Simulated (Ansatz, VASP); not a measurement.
**ZrB2 in VASP and in Ansatz**

```xyz
3
Lattice="3.1675 0.0000 0.0000 -1.5838 2.7432 0.0000 0.0000 0.0000 3.5524" Properties=species:S:1:pos:R:3 pbc="T T T"
Zr    0.0000    0.0000    0.0000
B    -0.1425    1.7465    1.7762
B     1.7263    0.9967    1.7762
```

Change from the starting cell: shortest bond scaled by 0.82, PAW files.

Alike in both runs: task electric field gradients; functional PBE; k mesh 11 × 11 × 9; occupations fermi-dirac, width 0.05 eV; no spin polarisation.

|  | VASP | Ansatz |
| --- | --- | --- |
| version | VASP 6.6.1 | Ansatz 0.2.0 |
| potentials or method | VASP PAW PBE potentials, release 64 (Zr_sv, B) | PAW with Ansatz's default frozen-core files, scalar-relativistic |
| plane-wave cutoff (eV) | 520 | 420 |
| valence electrons in the cell | 18 | 18 |

|  | VASP | Ansatz | Ansatz less VASP |
| --- | --- | --- | --- |
| pressure (GPa) | 10.4 | 10.2 | -0.20 |
| largest component of the traceless stress (GPa) | 11.59 | 11.59 | +0.002 |
| rms of the force components (eV/Å) | 3.007 | 2.992 | -0.0147 |
| Vzz of the field gradient on the site that differs most (V/Å²) | 35.9 | 39.7 | +3.76 |

Atom by atom the forces differ by 0.015 eV/Å (rms over components). Ansatz warned: «gradients_without_spin_orbit».

Caveats: forces of over 1 eV/Å show positions far from the minimum, so gaps and moduli don't describe the material at rest.
